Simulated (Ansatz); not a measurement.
LiCl: distorted cells

Theory: DFT PBEsol, scalar-relativistic, plane waves, PAW (Ansatz 0.2.0).

Plane waves to 420 eV, a k mesh through Γ of 8×8×8 on the computed 2-atom cell and Gaussian smearing (0.02 eV); no spin polarisation.

Reference cell:

```xyz
2
Lattice="0.0000 2.5648 2.5648 2.5648 0.0000 2.5648 2.5648 2.5648 0.0000" Properties=species:S:1:pos:R:3 pbc="T T T"
Li    0.0000    0.0000    0.0000
Cl    2.5648    2.5648    2.5648
```

Each variant moves atoms of this cell by the vectors given, if any (Å), and then applies a symmetric strain (tensor components, Cartesian axes). The reference cell isn't relaxed at this level. Energies are per atom at zero smearing, counted from the lowest variant. Pressure is positive in compression.

1. strain (xx yy zz yz xz xy, %) 0.96 0.96 0.96 0.00 0.00 0.00
2. strain (xx yy zz yz xz xy, %) -0.46 -0.46 -0.46 0.00 0.00 0.00
3. strain (xx yy zz yz xz xy, %) -3.62 -0.62 -3.62 0.00 0.00 0.00
4. strain (xx yy zz yz xz xy, %) 2.59 2.59 2.59 0.00 0.00 0.00
5. strain (xx yy zz yz xz xy, %) 0.49 0.49 0.49 0.00 0.00 0.00
6. strain (xx yy zz yz xz xy, %) 4.60 3.51 2.39 -0.54 3.00 -1.51; moves: Li1 (0.033, 0.229, -0.095); Cl2 (-0.033, -0.229, 0.095)
7. strain (xx yy zz yz xz xy, %) -3.58 -3.58 -3.58 0.00 0.00 0.00
8. strain (xx yy zz yz xz xy, %) -3.94 -3.19 -3.94 -0.30 -0.12 -0.03; moves: Li1 (0.025, -0.001, 0.017); Cl2 (-0.025, 0.001, -0.017)
9. strain (xx yy zz yz xz xy, %) 1.72 7.72 1.72 0.00 0.00 0.00

```
result  ΔE (meV/atom) P (GPa) largest force (eV/Å) gap on mesh (eV)
     A            3.7    -1.66                  0.00              6.05
     B           34.6    -3.59                  0.00              5.50
     C            8.4     2.91                  0.00              6.64
     D            0.0    -0.82                  0.00              6.21
     E           10.7     3.13                  0.08              6.59
     F           20.5    -3.15                  0.00              5.72
     G           78.2    -1.03                  0.60              5.34
     H            6.5    -2.04                  0.00              5.97
     I            3.7     1.68                  0.00              6.55
```

Task: Which variant gave which result?

Result: A is 5, B is 9, C is 7, D is 2, E is 8, F is 4, G is 6, H is 1, I is 3.